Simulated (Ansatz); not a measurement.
**Generalised stacking fault in TiO2**

These are results of DFT PBEsol, scalar-relativistic, plane waves, PAW in Ansatz, not measurements. The runs took a 420 eV cutoff, a Γ-centred 7×7×3 mesh and Gaussian smearing (0.05 eV). No spin polarisation. Energies are free energies at this smearing, counted from the undisturbed cell; pressure is positive in compression.

The starting cell (relaxed at this level):

```
Ti O
1.0
    -3.77067    0.00000    0.00000
     0.00000   -3.77067    0.00000
     0.00000    0.00000    9.54634
Ti O
4 8
Direct
  0.00000 0.00000 0.87500
  0.50000 0.50000 0.37500
  0.50000 0.00000 0.62500
  0.00000 0.50000 0.12500
  0.50000 0.50000 0.58262
  0.00000 0.00000 0.08262
  0.50000 0.00000 0.83262
  0.00000 0.50000 0.33262
  0.50000 0.00000 0.41738
  0.00000 0.50000 0.91738
  0.50000 0.50000 0.16738
  0.00000 0.00000 0.66738
```

The cut lies on the cell's a–b face, a (0 0 1) plane (indices in the standard cell, whose axes needn't be the Cartesian ones shown) of area 14.22 Å², between layers 1.58 Å apart. Vector c is tilted by f times 1·a + 0·b (length 3.771 Å) with the atoms' Cartesian places fixed: one unrelaxed fault a cell.

| f | γ (mJ/m²) |
| --- | --- |
| 0.0000 | 0 |
| 0.1000 | 82 |
| 0.2000 | 406 |
| 0.3000 | 995 |
| 0.4000 | 1604 |
| 0.5000 | 1867 |

(1) Predict the gap on the mesh (eV) at each point.

Results:

(1)
| f | gap on the mesh (eV) |
| --- | --- |
| 0.0000 | 2.10 |
| 0.1000 | 2.09 |
| 0.2000 | 2.02 |
| 0.3000 | 1.95 |
| 0.4000 | 1.93 |
| 0.5000 | 1.91 |

Cost: 6 runs of about 2.2 core-minutes in all, on Intel Xeon Platinum 8259CL (Skylake/Cascade Lake) (shared hosts).